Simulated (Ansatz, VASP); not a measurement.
# Nb2N2 in VASP and in Ansatz

```
Nb N
1.0
    10.70000    0.00000    0.00000
     0.00000   11.00000    0.00000
     0.00000    0.00000    9.10000
Nb N
2 2
Direct
  0.41295 0.41329 0.49889
  0.58628 0.59990 0.51674
  0.58662 0.42962 0.51539
  0.41260 0.58357 0.50024
```

Alike in both runs: functional PBE; k mesh 1 × 1 × 1; occupations gaussian, width 0.05 eV; collinear spin.

Ansatz relaxed the structure, and its values are those at the end. VASP's run is a single point on that final structure, the one shown.

|  | VASP | Ansatz |
| --- | --- | --- |
| version | VASP 6.6.1 | Ansatz 0.2.0 |
| potentials or method | VASP PAW PBE potentials, release 64 (Nb_sv, N) | scalar-relativistic, plane waves, PAW |
| plane-wave cutoff (eV) | 520 | 420 |
| valence electrons in the cell | 36 | 36 |

```csv
,VASP,Ansatz,Ansatz less VASP
gap on the k mesh at the Fermi level (eV),0.28,0.55,+0.261
least direct gap on the mesh (eV),0.28,0.55,+0.261
rms of the force components (eV/Å),0.806,0.003,-0.8033
net moment per atom (μB),0.50,1.00,+0.500
size of the moment on the site where the two differ most (μB),0.71,0.61,-0.101
```

The net moments differ so much that the two runs ended in different magnetic states, which moves the other rows too. Site moments also hang on the region over which each program counts them. Ansatz warned: «seeded_moment_not_kept».
